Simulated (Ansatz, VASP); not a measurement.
This is a calculation of PbSe (Clausthalite) for Ansatz 0.2.0. 

File input.yaml:

```yaml
crystal:
  lattice:
    - [0.0, 3.06065, 3.06065]
    - [3.06065, 0.0, 3.06065]
    - [3.06065, 3.06065, 0.0]
  atoms:
    - { symbol: Pb, position: [0.0, 0.0, 0.0] }
    - { symbol: Se, position: [0.5, 0.5, 0.5] }
kpoints:
  mp_grid: { grid: [8, 8, 8] }
scf:
  occupations: { method: fermi_dirac, width: 0.05 }
hamiltonian:
  xc: blyp
  pseudopotentials: { kind: all_electron, lapw: { basis_error: 0.001 } }
output:
  forces: true
  stress: true
relax:
  f_tol: 0.005
  max_steps: 60
  cell: {}
```

Potentials or basis: all-electron LAPW, scalar-relativistic.

The run is started by

```sh
$ ansatz run input.yaml --threads 1 --pin off --max-ram 3072MiB --backend cpu --events-out ev --progress --plain --runs-dir out
```

**Question.** Translate it to VASP 6.6.1. Potentials or basis there: PBE PAW files Pb_d, Se, 600 eV.

**Answer.** As run (cutoffs and basis follow the program's own potentials, and thresholds, step limits or extra output files can differ):

File INCAR:

```
PREC = Accurate
ENCUT = 600
EDIFF = 1E-7
ISMEAR = -1
SIGMA = 0.05
LREAL = False
LASPH = True
NELM = 80
ALGO = Normal
ISIF = 3
LWAVE = False
LCHARG = False
GGA = B5
ALDAX = 1.0
AGGAX = 1.0
AGGAC = 1.0
ALDAC = 0.0
IBRION = 2
NSW = 40
EDIFFG = -0.02
```

Contents of KPOINTS:

```
Automatic mesh
0
Gamma
  8 8 8
```

POSCAR

```
PbSe
1.0
    0.0000000000      3.0606500000      3.0606500000
    3.0606500000      0.0000000000      3.0606500000
    3.0606500000      3.0606500000      0.0000000000
Pb Se
1 1
Direct
    0.0000000000      0.0000000000      0.0000000000
    0.5000000000      0.5000000000      0.5000000000
```

Potentials or basis: VASP PAW PBE potentials, release 64 (Pb_d, Se).

Command:

```console
$ cat potpaw_PBE.64/Pb_d/POTCAR potpaw_PBE.64/Se/POTCAR > POTCAR
$ mpirun -np 1 vasp_std > vasp.out
```

Both were run:

|  | Ansatz | VASP |
| --- | --- | --- |
| Relaxed volume | 32.11 Å³/atom | 32.20 Å³/atom |
| Relaxed cell | a = 4.495 Å, b = 4.495 Å, c = 4.495 Å, α = 60.00°, β = 60.00°, γ = 60.00° | a = 4.499 Å, b = 4.499 Å, c = 4.499 Å, α = 60.00°, β = 60.00°, γ = 60.00° |
| Space group after relaxing | Fm-3m (No. 225) | Fm-3m (No. 225) |
| Pressure after relaxing | 0.0 GPa | 0.0 GPa |

VASP's potentials were made for PBE.

Where Ansatz's input types no cutoff or centring, it takes its own default and a Γ-centred mesh.

Pressure is positive in compression.
